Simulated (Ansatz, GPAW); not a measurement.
Given: the input of a run of Ansatz 0.2.0 on SrO. 

The input input.yaml:

```yaml
crystal:
  lattice:
    - [0.0, 2.5663, 2.5663]
    - [2.5663, 0.0, 2.5663]
    - [2.5663, 2.5663, 0.0]
  atoms:
    - { symbol: Sr, position: [0.5, 0.5, 0.5] }
    - { symbol: O, position: [0.0, 0.0, 0.0] }
hamiltonian:
  xc: pbe
  pseudopotentials: { kind: paw }
kpoints:
  mp_grid: { grid: [9, 9, 9] }
scf:
  occupations: { method: gaussian, width: 0.02 }
output:
  forces: true
  stress: true
  eigenvalues: true
  write_density: true
  write_potential: true
  elf: true
  volumetric_format: npy
```

Potentials or basis: Ansatz PAW.

The run is started by

```bash
$ ansatz run input.yaml --threads 2 --pin off --max-ram 5632MiB --backend cpu --events-out ev --progress --plain --runs-dir out
```

Problem. Set up the same calculation for GPAW 26.7.0 (ASE script). Potentials or basis there: GPAW PAW data sets (gpaw-data 1.2.1), cutoff 800 eV.

Solution. As run (cutoffs and basis follow the program's own potentials, and thresholds, step limits or extra output files can differ):

Contents of run.py:

```python
from ase import Atoms
from ase.dft.bandgap import bandgap
from ase.io import write
from ase.units import Bohr, GPa
from gpaw import GPAW, PW
from gpaw.elf import elf_from_dft_calculation

atoms = Atoms(['Sr', 'O'],
              cell=[[0.0, 2.5663, 2.5663],
                    [2.5663, 0.0, 2.5663],
                    [2.5663, 2.5663, 0.0]],
              scaled_positions=[[0.5, 0.5, 0.5],
                                [0.0, 0.0, 0.0]],
              pbc=True)

calc = GPAW(mode=PW(800),
            xc='PBE',
            kpts={'size': (9, 9, 9), 'gamma': True},
            occupations={'name': 'methfessel-paxton', 'order': 0, 'width': 0.02},
            nbands=16,
            convergence={'density': 1e-05, 'energy': 1e-05},
            maxiter=150,
            txt='gpaw.txt')
atoms.calc = calc
energy = atoms.get_potential_energy()
forces = atoms.get_forces()
stress = atoms.get_stress()
calc.write('gs.gpw')
write('result.traj', atoms)
print(f'Energy: {energy:.6f} eV')
print('Forces (eV/A):')
print(forces.round(4))
print('Stress (GPa):', (stress / GPa).round(3))
print('Fermi level:', round(calc.get_fermi_level(), 4), 'eV')
print(f'Gap: {bandgap(calc)[0]:.4f} eV, direct: {bandgap(calc, direct=True)[0]:.4f} eV')

# fields on the real-space grid
write('density.cube', atoms, data=calc.get_pseudo_density() * Bohr**3)
write('potential.cube', atoms, data=calc.get_electrostatic_potential())
write('elf.cube', atoms, data=elf_from_dft_calculation(calc).data)
```

Potentials or basis: GPAW PAW data sets (gpaw-data 1.2.1), pw.

The run is started by

```console
$ OMP_NUM_THREADS=1 python run.py
```

Both were run:

|  | Ansatz | GPAW |
| --- | --- | --- |
| Pressure | 3.3 GPa | 3.8 GPa |

Ansatz's pressure holds a Pulay term of +0.37 GPa for its cutoff of 420 eV, which the other run lacks.

Where Ansatz's input types no cutoff or centring, it takes its own default and a Γ-centred mesh.

Pressure is positive in compression.
